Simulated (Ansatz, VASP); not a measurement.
**One calculation of Zr, two programs**

```
Zr
1.0
     3.14279    0.00000    0.00000
    -1.57140    2.72174    0.00000
     0.00000    0.00000    5.09597
Zr
2
Cartesian
  0.0000 1.8145 1.2740
  1.5714 0.9072 3.8220
```

Alike in both runs: functional LDA; k mesh 15 × 15 × 8; occupations fermi-dirac, width 0.1 eV; no spin polarisation.

Ansatz relaxed the structure, and its values are those at the end. VASP's run is a single point on that final structure, the one shown.

```csv
,VASP,Ansatz
version,VASP 6.6.1,Ansatz 0.2.0
potentials or method,"VASP PAW LDA potentials, release 64 (Zr_sv)","PAW with Ansatz's default frozen-core files, scalar-relativistic"
plane-wave cutoff (eV),520,420
valence electrons in the cell,24,24
```

```csv
,VASP,Ansatz,Ansatz less VASP
pressure (GPa),0.1,0.0,-0.10
```
